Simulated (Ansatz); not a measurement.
The system is Se.

```
Se
1.0
     4.36620    0.00000    0.00000
    -2.18310    3.78124    0.00000
     0.00000    0.00000    4.95360
Se
3
Direct
  0.77460 0.77460 0.00000
  0.00000 0.22540 0.66667
  0.22540 0.00000 0.33333
```

```yaml
Program: Ansatz 0.2.0
Task: relaxation of cell and atoms
Functional: rPW86-PBE
Dispersion: rVV10
Potentials_or_basis: Ansatz PAW
Cutoff: "420 eV (not typed: the program's choice for these potentials)"
k_mesh: 7 × 7 × 6
Occupations: fermi-dirac, width 0.05 eV
Spin: no spin polarisation
```

At the start: volume 27.26 Å³/atom.

**Question.** Where does the relaxation end?

**Answer.** It ends after 6 steps and the volume is 26.78 Å³/atom (-1.8 %); space group P3_121 (No. 152, to 0.05 Å).

Step by step:
```tsv
step	energy change (eV)	largest force (eV/Å)	volume (Å³)
1	0.0000	0.8202	81.78
2	-0.0777	0.1310	84.73
3	-0.0938	0.0114	81.22
4	-0.0976	0.0100	80.19
5	-0.0976	0.0030	80.34
6	-0.0973	0.0029	80.34
```

Final structure:
```yaml
crystal:
  lattice:
    - [4.22845, 0.00000, 0.00000]
    - [-2.11422, 3.66194, 0.00000]
    - [0.00000, 0.00000, 5.18868]
  atoms:
    - { symbol: Se, position: [0.75998, 0.75998, 0.00000] }
    - { symbol: Se, position: [0.00000, 0.24002, 0.66667] }
    - { symbol: Se, position: [0.24002, 0.00000, 0.33333] }
```

Caveat: the plane-wave basis is chosen anew once the cell has moved, so the energies of steps on either side of that aren't comparable; the PAW data sets come from PBE, with cores solved anew for the run's functional, which leaves a small shift of forces and pressure.
